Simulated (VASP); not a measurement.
# SiC (P6_3mc) in VASP: further runs

Runs on SiC. Level: PBE. Tasks: relaxation of cell and atoms.

Everything below comes from runs of VASP 6.6.1. Logs are shortened: lines on timing, memory, paths and dates and some standing lists are left out, and cuts for length are marked.

### 1 Starting point

The structure is hexagonal, space group P6_3mc (No. 186). The conventional cell has a = 3.076 Å, b = 3.076 Å, c = 10.071 Å, α = 90.00°, β = 90.00°, γ = 120.00°. Si (site symmetry 3m) has 4 C at 1.88 to 1.89 Å as nearest neighbours. Around Si (site symmetry 3m) lie 4 C at 1.88 to 1.89 Å. Around C (site symmetry 3m) lie 4 Si at 1.88 to 1.89 Å. C (site symmetry 3m) has 4 Si at 1.88 to 1.89 Å as nearest neighbours.

The cell is a database's computed one.

### 2 Relaxation of cell and atoms, PBE

Contents of INCAR:

```
SYSTEM = SiC
ALGO = Normal
EDIFF = 1E-6
EDIFFG = -0.01
ENCUT = 600
GGA = PE
IBRION = 2
ISIF = 3
ISMEAR = 0
KPAR = 2
LASPH = .TRUE.
LCHARG = .FALSE.
LREAL = .FALSE.
LWAVE = .FALSE.
NELM = 80
NSW = 90
PREC = Accurate
SIGMA = 0.03
```

Contents of KPOINTS:

```
k-points
0
G
  12 12 3
  0 0 0
```

Contents of POSCAR:

```
SiC
1.0
    3.0756941500      0.0000000000      0.0000000000
   -1.5378470700      2.6636292700      0.0000000000
    0.0000000000      0.0000000000     10.0706464800
Si C
4 4
Direct
    0.6666666700      0.3333333300      0.9378419800
    0.3333333300      0.6666666700      0.4378419800
    0.0000000000      0.0000000000      0.6878943800
    0.0000000000      0.0000000000      0.1878943800
    0.6666666700      0.3333333300      0.7498025900
    0.3333333300      0.6666666700      0.2498025900
    0.0000000000      0.0000000000      0.5004600500
    0.0000000000      0.0000000000      0.0004600500
```

Potentials or basis: VASP PAW PBE potentials, release 64 (Si, C).

Started as:

```console
$ cat potpaw_PBE.64/Si/POTCAR potpaw_PBE.64/C/POTCAR > POTCAR
$ mpirun -np 2 vasp_std > vasp.out
```

OUTCAR:

```text
SYSTEM = SiC
   EDIFF = 1E-6
   EDIFFG = -0.01
   ENCUT = 600
   GGA = PE
   IBRION = 2
   ISIF = 3
   ISMEAR = 0
   LASPH = .TRUE.
   LREAL = .FALSE.
   NELM = 80
   NSW = 90
   PREC = Accurate

 ion  position               nearest neighbor table
   1  0.667  0.333  0.938-   8 1.88   8 1.88   8 1.88   5 1.89   3 3.08   3 3.08   3 3.08   4 3.08
                             4 3.08   4 3.08
   2  0.333  0.667  0.438-   7 1.88   7 1.88   7 1.88   6 1.89   4 3.08   4 3.08   4 3.08   3 3.08
                             3 3.08   3 3.08
   3  0.000  0.000  0.688-   5 1.88   5 1.88   5 1.88   7 1.89   1 3.08   1 3.08   1 3.08   2 3.08
                             2 3.08   2 3.08
   4  0.000  0.000  0.188-   6 1.88   6 1.88   6 1.88   8 1.89   2 3.08   2 3.08   2 3.08   1 3.08
                             1 3.08   1 3.08
   5  0.667  0.333  0.750-   3 1.88   3 1.88   3 1.88   1 1.89
   6  0.333  0.667  0.250-   4 1.88   4 1.88   4 1.88   2 1.89
   7  0.000  0.000  0.500-   2 1.88   2 1.88   2 1.88   3 1.89
   8  0.000  0.000  0.000-   1 1.88   1 1.88   1 1.88   4 1.89

  LATTYP: Found a hexagonal cell.
 ALAT       =     3.0756941500
 C/A-ratio  =     3.2742678527

  Lattice vectors:

 A1 = (   3.0756941500,   0.0000000000,   0.0000000000)
 A2 = (  -1.5378470700,   2.6636292700,   0.0000000000)
 A3 = (   0.0000000000,   0.0000000000,  10.0706464800)

Analysis of symmetry for initial positions (statically):
=====================================================================
 Subroutine PRICEL returns:
 Original cell was already a primitive cell.

 Routine SETGRP: Setting up the symmetry group for a
 hexagonal supercell.

 Subroutine GETGRP returns: Found 12 space group operations
 (whereof  6 operations were pure point group operations)
 out of a pool of 24 trial point group operations.

The static configuration has the point symmetry C_3v.
 The point group associated with its full space group is C_6v.

Analysis of symmetry for dynamics (positions and initial velocities):
=====================================================================
 Subroutine PRICEL returns:
 Original cell was already a primitive cell.

 Routine SETGRP: Setting up the symmetry group for a
 hexagonal supercell.

 Subroutine GETGRP returns: Found 12 space group operations
 (whereof  6 operations were pure point group operations)
 out of a pool of 24 trial point group operations.

The dynamic configuration has the point symmetry C_3v.
 The point group associated with its full space group is C_6v.

 Subroutine INISYM returns: Found 12 space group operations
 (whereof  6 operations are pure point group operations),
 and found     1 'primitive' translations

----------------------------------------------------------------------------------------

                                     Primitive cell

  volume of cell :      82.5039

  direct lattice vectors                    reciprocal lattice vectors
     3.075694150  0.000000000  0.000000000     0.325129857  0.187713810  0.000000000
    -1.537847070  2.663629270  0.000000000     0.000000000  0.375427621  0.000000000
     0.000000000  0.000000000 10.070646480     0.000000000  0.000000000  0.099298491

  length of vectors
     3.075694150  3.075694149 10.070646480     0.375427621  0.375427621  0.099298491

  position of ions in fractional coordinates (direct lattice)
     0.666666670  0.333333330  0.937841980
     0.333333330  0.666666670  0.437841980
     0.000000000  0.000000000  0.687894380
     0.000000000  0.000000000  0.187894380
     0.666666670  0.333333330  0.749802590
     0.333333330  0.666666670  0.249802590
     0.000000000  0.000000000  0.500460050
     0.000000000  0.000000000  0.000460050

  ion indices of the primitive-cell ions
   primitive index   ion index
                 1           1
                 2           2
                 3           3
                 4           4
                 5           5
                 6           6
                 7           7
                 8           8

----------------------------------------------------------------------------------------

 KPOINTS: k-points

Automatic generation of k-mesh.
 Grid dimensions read from file:
 generate k-points for:   12   12    3

 Generating k-lattice:

  Cartesian coordinates                     Fractional coordinates (reciprocal lattice)
     0.027094155  0.015642817  0.000000000     0.083333333  0.000000000  0.000000000
     0.000000000  0.031285635  0.000000000     0.000000000  0.083333333  0.000000000
     0.000000000  0.000000000  0.033099497     0.000000000  0.000000000  0.333333333

  Length of vectors
     0.031285635  0.031285635  0.033099497

  Shift w.r.t. Gamma in fractional coordinates (k-lattice)
     0.000000000  0.000000000  0.000000000

 Subroutine IBZKPT returns following result:
 ===========================================

 Found     38 irreducible k-points:

 Following reciprocal coordinates:
            Coordinates               Weight
  0.000000  0.000000  0.000000      1.000000
  0.083333  0.000000  0.000000      6.000000
  0.166667  0.000000  0.000000      6.000000
  0.250000  0.000000  0.000000      6.000000
  0.333333  0.000000  0.000000      6.000000
  0.416667  0.000000  0.000000      6.000000
[... 16 lines left out ...]
  0.250000  0.000000  0.333333     12.000000
  0.333333  0.000000  0.333333     12.000000
 [... further k-points ...]
   k-points           NKPTS =     38   k-points in BZ     NKDIM =     38   number of bands    NBANDS=     21
   number of dos      NEDOS =    301   number of ions     NIONS =      8
   total plane-waves  NPLWV =  62720
   dimension x,y,z NGX =    28 NGY =   28 NGZ =   80
   dimension x,y,z NGXF=    56 NGYF=   56 NGZF=  160
   ions per type =               4   4
   NGX,Y,Z   is equivalent  to a cutoff of  15.13, 15.13, 13.21 a.u.
   NGXF,Y,Z  is equivalent  to a cutoff of  30.27, 30.27, 26.41 a.u.
 SYSTEM =  SiC
   PREC   = accura    normal or accurate (medium, high low for compatibility)
   ISTART =      0    job   : 0-new  1-cont  2-samecut
   ICHARG =      2    charge: 1-file 2-atom 10-const
   ISPIN  =      1    spin polarized calculation?
   LNONCOLLINEAR =      F non collinear calculations
   LSORBIT =      F    spin-orbit coupling
   LASPH  =      T    aspherical Exc in radial PAW
   ENCUT  =  600.0 eV  44.10 Ry    6.64 a.u.   6.14  6.14 20.11*2*pi/ulx,y,z
   NELM   =     80;   NELMIN=  2; NELMDL= -5     # of ELM steps
   EDIFF  = 0.1E-05   stopping-criterion for ELM
   LREAL  =      F    real-space projection
   EDIFFG = -.1E-01   stopping-criterion for IOM
   NSW    =     90    number of steps for IOM
   IBRION =      2    ionic relax: 0-MD 1-quasi-New 2-CG
   NFREE  =      1    steps in history (QN), initial steepest desc. (CG)
   ISIF   =      3    stress and relaxation
   ISYM   =      2    0-nonsym 1-usesym 2-fastsym
   POTIM  = 0.5000    time-step for ionic-motion
   TEBEG  =    0.0;   TEEND  =   0.0 temperature during run
   PSTRESS=    0.0 pullay stress
   NELECT =      32.0000    total number of electrons
   NUPDOWN=      -1.0000    fix difference up-down
   EMIN   =  10.00;   EMAX   =-10.00  energy-range for DOS
   EFERMI =   0.00;   METHOD = LEGACY
   ISMEAR =     0;   SIGMA  =   0.03  broadening in eV -4-tet -1-fermi 0-gaus
   EFERMI_NEDOS =   21; number of points for ismear=-14 and -15
   IALGO  =     38    algorithm
   IMIX   =      4    mixing-type and parameters
     AMIX     =   0.40;   BMIX     =  1.00
     AMIX_MAG =   1.60;   BMIX_MAG =  1.00
  volume/ion in A,a.u.               =      10.31        69.60
  Fermi-wavevector in a.u.,A,eV,Ry     =   1.193897  2.256138 19.393597  1.425389
  Thomas-Fermi vector in A             =   2.329900
   LORBIT       =      0    0 simple, 1 ext, 2 COOP (PROOUT), +10 PAW based schemes
   GGA     = PE    functional components
   LHFCALC =     F    Hartree Fock is set to
   AEXX    =    0.0000 exact exchange contribution
   IVDW    =     0    specifies the selected vdW correction
   LEPSILON=     F    determine dielectric tensor
   LRPA    =     F    only Hartree local field effects (RPA)
 conjugate gradient relaxation of ions
 non-spin polarized calculation
 Gauss-broadening in eV      SIGMA  =   0.03
  energy-cutoff  :      600.00
  volume of cell :       82.50
 maximum number of plane-waves:      2790
 NGX is ok and might be reduce to    28
   NGX = 13   NGY = 13   NGZ = 41

--------------------------------------- Ionic step        1  -------------------------------------------

 number of electron      32.0000001 magnetization

 Free energy of the ion-electron system (eV)
  ---------------------------------------------------
  ext. energy  EPLUGINS =         0.00000000
  ---------------------------------------------------
  free energy    TOTEN  =       -60.23697631 eV

  energy without entropy =      -60.23697631  energy(sigma->0) =      -60.23697631

------------------------ aborting loop because EDIFF is reached ----------------------------------------

  FORCE on cell =-STRESS in cart. coord.  units (eV):
  Direction    XX          YY          ZZ          XY          YZ          ZX
  --------------------------------------------------------------------------------------
  -------------------------------------------------------------------------------------
  Total        1.9390728      1.9390728      1.8719327      0.0000000      0.0000000      0.0000000
  in kB       37.6556732     37.6556732     36.3518524      0.0000001      0.0000000      0.0000000
  external PRESSURE =      37.2210663 kB  Pullay stress =       0.0000000 kB
[... 69 lines left out ...]
  energy  without entropy=      -60.2360566353  energy(sigma->0) =      -60.23605664

--------------------------------------- Ionic step        3  -------------------------------------------

 number of electron      32.0000001 magnetization

 Free energy of the ion-electron system (eV)
  ---------------------------------------------------
  ext. energy  EPLUGINS =         0.00000000
  ---------------------------------------------------
  free energy    TOTEN  =       -60.25305994 eV

  energy without entropy =      -60.25305994  energy(sigma->0) =      -60.25305994

 E-fermi :   8.1974     XC(G=0): -11.2933

 val. band max:        8.0197487850   @ k =   0.0000   0.0000   0.0000
 cond. band min:      10.2428486024   @ k =   0.5000   0.0000   0.0000
 fundamental gap:      2.2230998173
 Fermi energy:         8.1974184703

 k-point     1 :       0.0000    0.0000    0.0000
  band No.  band energies     occupation
      1      -7.3524      2.00000
      2      -6.1882      2.00000
      3      -6.1529      2.00000
      4      -3.8371      2.00000
      5      -0.5131      2.00000
      6       3.6656      2.00000
[... 550 lines left out ...]
      5       0.8529      2.00000
      6       1.2193      2.00000
[... 13 lines left out ...]
     20      13.2478      0.00000
     21      13.7691      0.00000

 [... further k-points ...]
[... 5 lines left out ...]
  --------------------------------------------------------------------------------------
  -------------------------------------------------------------------------------------
  Total       -0.0066428     -0.0066428      0.0133288     -0.0000000      0.0000000      0.0000000
  in kB       -0.1268326     -0.1268326      0.2544910     -0.0000000      0.0000000      0.0000000
  external PRESSURE =       0.0002752 kB  Pullay stress =       0.0000000 kB
[... 23 lines left out ...]
  FREE ENERGIE OF THE ION-ELECTRON SYSTEM (eV)
  ---------------------------------------------------
  free  energy   TOTEN  =       -60.2530599366 eV

  energy  without entropy=      -60.2530599366  energy(sigma->0) =      -60.25305994

 reached required accuracy - stopping structural energy minimisation
```

Wall time 43 s (2 MPI ranks of Intel Xeon 6975P-C (Granite Rapids), shared host); peak memory 0.25 GiB.

What came out:

| Property | Result |
| --- | --- |
| Free energy | -60.2531 eV |
| Relaxed volume | 10.49 Å³/atom |
| Relaxed cell | a = 3.093 Å, b = 3.093 Å, c = 10.126 Å, α = 90.00°, β = 90.00°, γ = 120.00° |
| Space group after relaxing (to 0.05 Å) | P6_3mc (No. 186) |
| Energy gained by relaxing | 2.0 meV/atom |
| Ionic steps | 3 |
| Pressure after relaxing | 0.0 GPa |
| Largest force after relaxing | 0.006 eV/Å |
| Band gap on the k mesh | 2.22 eV, indirect (least direct gap 3.34 eV) |

Forces in eV/Å, atoms in the order of the input:
```
Si   0.000  0.000  0.006
Si   0.000  0.000  0.006
Si   0.000  0.000  0.000
Si   0.000  0.000  0.000
C    0.000  0.000 -0.003
C    0.000  0.000 -0.003
C    0.000  0.000 -0.003
C    0.000  0.000 -0.003
```

Step by step:
```
step  energy change (eV)  largest force (eV/Å)  pressure (GPa)  volume (Å³)
   1              0.0000                0.0055            3.72        82.50
   2              0.0009                0.0173           -3.60        85.40
   3             -0.0161                0.0065            0.00        83.91
```

Final structure:
```
Si C
1.0
     3.09331    0.00000    0.00000
    -1.54666    2.67889    0.00000
     0.00000    0.00000   10.12634
Si C
4 4
Direct
  0.66667 0.33333 0.93783
  0.33333 0.66667 0.43783
  0.00000 0.00000 0.68790
  0.00000 0.00000 0.18790
  0.66667 0.33333 0.74982
  0.33333 0.66667 0.24982
  0.00000 0.00000 0.50045
  0.00000 0.00000 0.00045
```

Caveat: an odd mesh through Γ misses points on the zone boundary, where band edges often lie.

### 3 Relaxation of cell and atoms, PBE

This run uses another cell than the first one, of 10.49 Å³/atom, 1.017 times its volume.

INCAR, as its differences from that of step 2:

```diff
@@ -2,4 +2,4 @@
 ALGO = Normal
-EDIFF = 1E-6
-EDIFFG = -0.01
+EDIFF = 1E-7
+EDIFFG = -0.005
 ENCUT = 600
```

KPOINTS is that of step 2.

Contents of POSCAR:

```
SiC                                     
1.0
    3.0933125027      0.0000000000      0.0000000000
   -1.5466562463      2.6788872110      0.0000000000
    0.0000000000      0.0000000000     10.1263362769
  Si              C             
     4     4
Direct
     0.6666666699999979    0.3333333300000021    0.9378301239298767
     0.3333333300000021    0.6666666699999979    0.4378301239298767
     0.0000000000000000    0.0000000000000000    0.6878988003605770
     0.0000000000000000    0.0000000000000000    0.1878988003605770
     0.6666666699999979    0.3333333300000021    0.7498156860743713
     0.3333333300000021    0.6666666699999979    0.2498156860743714
     0.0000000000000000    1.0000000000000000    0.5004543896351821
     0.0000000000000000    0.0000000000000000    0.0004543896351821
```

Potentials or basis: VASP PAW PBE potentials, release 64 (Si, C).

Started as:

```console
$ cat potpaw_PBE.64/Si/POTCAR potpaw_PBE.64/C/POTCAR > POTCAR
$ mpirun -np 2 vasp_std > vasp.out
```

OUTCAR:

```text
SYSTEM = SiC
   EDIFF = 1E-7
   EDIFFG = -0.005
   ENCUT = 600
   GGA = PE
   IBRION = 2
   ISIF = 3
   ISMEAR = 0
   LASPH = .TRUE.
   LREAL = .FALSE.
   NELM = 80
   NSW = 90
   PREC = Accurate

 ion  position               nearest neighbor table
   1  0.667  0.333  0.938-   8 1.90   8 1.90   8 1.90   5 1.90   3 3.10   3 3.10   3 3.10   4 3.10
                             4 3.10   4 3.10
   2  0.333  0.667  0.438-   7 1.90   7 1.90   7 1.90   6 1.90   4 3.10   4 3.10   4 3.10   3 3.10
                             3 3.10   3 3.10
   3  0.000  0.000  0.688-   5 1.89   5 1.89   5 1.89   7 1.90   1 3.10   1 3.10   1 3.10   2 3.10
                             2 3.10   2 3.10
   4  0.000  0.000  0.188-   6 1.89   6 1.89   6 1.89   8 1.90   2 3.10   2 3.10   2 3.10   1 3.10
                             1 3.10   1 3.10
   5  0.667  0.333  0.750-   3 1.89   3 1.89   3 1.89   1 1.90
   6  0.333  0.667  0.250-   4 1.89   4 1.89   4 1.89   2 1.90
   7  0.000  0.000  0.500-   2 1.90   2 1.90   2 1.90   3 1.90
   8  0.000  0.000  0.000-   1 1.90   1 1.90   1 1.90   4 1.90

  LATTYP: Found a hexagonal cell.
 ALAT       =     3.0933125027
 C/A-ratio  =     3.2736221342

  Lattice vectors:

 A1 = (   3.0933125027,   0.0000000000,   0.0000000000)
 A2 = (  -1.5466562463,   2.6788872110,   0.0000000000)
[... 196 lines left out ...]

  FORCE on cell =-STRESS in cart. coord.  units (eV):
  Direction    XX          YY          ZZ          XY          YZ          ZX
  --------------------------------------------------------------------------------------
  -------------------------------------------------------------------------------------
  Total       -0.0125249     -0.0125249      0.0077235     -0.0000000      0.0000000     -0.0000000
  in kB       -0.2391411     -0.2391411      0.1474668     -0.0000000      0.0000000     -0.0000000
  external PRESSURE =      -0.1102718 kB  Pullay stress =       0.0000000 kB
[... 71 lines left out ...]
--------------------------------------- Ionic step        3  -------------------------------------------

 number of electron      31.9999999 magnetization

 Free energy of the ion-electron system (eV)
  ---------------------------------------------------
  ext. energy  EPLUGINS =         0.00000000
  ---------------------------------------------------
  free energy    TOTEN  =       -60.25444215 eV

  energy without entropy =      -60.25444215  energy(sigma->0) =      -60.25444215

 E-fermi :   8.1979     XC(G=0): -11.2935

 val. band max:        8.0199378772   @ k =   0.0000   0.0000   0.0000
 cond. band min:      10.2432867645   @ k =   0.5000  -0.0000   0.0000
 fundamental gap:      2.2233488873
 Fermi energy:         8.1979397037

 k-point     1 :       0.0000    0.0000    0.0000
  band No.  band energies     occupation
      1      -7.3523      2.00000
      2      -6.1885      2.00000
      3      -6.1525      2.00000
      4      -3.8375      2.00000
      5      -0.5123      2.00000
      6       3.6656      2.00000
[... 565 lines left out ...]
     20      13.2486      0.00000
     21      13.7693      0.00000

 [... further k-points ...]
[... 5 lines left out ...]
  --------------------------------------------------------------------------------------
  -------------------------------------------------------------------------------------
  Total        0.0019777      0.0019777     -0.0033637      0.0000000      0.0000000      0.0000000
  in kB        0.0377626      0.0377626     -0.0642284      0.0000000      0.0000000      0.0000000
  external PRESSURE =       0.0037656 kB  Pullay stress =       0.0000000 kB
[... 23 lines left out ...]
  FREE ENERGIE OF THE ION-ELECTRON SYSTEM (eV)
  ---------------------------------------------------
  free  energy   TOTEN  =       -60.2544421527 eV

  energy  without entropy=      -60.2544421527  energy(sigma->0) =      -60.25444215

 reached required accuracy - stopping structural energy minimisation
```

It took 40 s on 2 MPI ranks of Intel Xeon 6975P-C (Granite Rapids), shared host; peak memory 0.26 GiB.

What came out:

```yaml
Free_energy: -60.2544 eV
Energy_gained_by_relaxing: 0.0 meV/atom
Ionic_steps: 3
Pressure_after_relaxing: 0.0 GPa
Band_gap_on_the_k_mesh: 2.22 eV, indirect (least direct gap 3.34 eV)
```

Final structure:
```
Si C
1.0
     3.09319    0.00000    0.00000
    -1.54660    2.67878    0.00000
     0.00000    0.00000   10.12658
Si C
4 4
Direct
  0.66667 0.33333 0.93785
  0.33333 0.66667 0.43785
  0.00000 0.00000 0.68790
  0.00000 0.00000 0.18790
  0.66667 0.33333 0.74981
  0.33333 0.66667 0.24981
  0.00000 0.00000 0.50045
  0.00000 0.00000 0.00045
```

Caveat: an odd mesh through Γ misses points on the zone boundary, where band edges often lie.

[end of part 1 of 2]
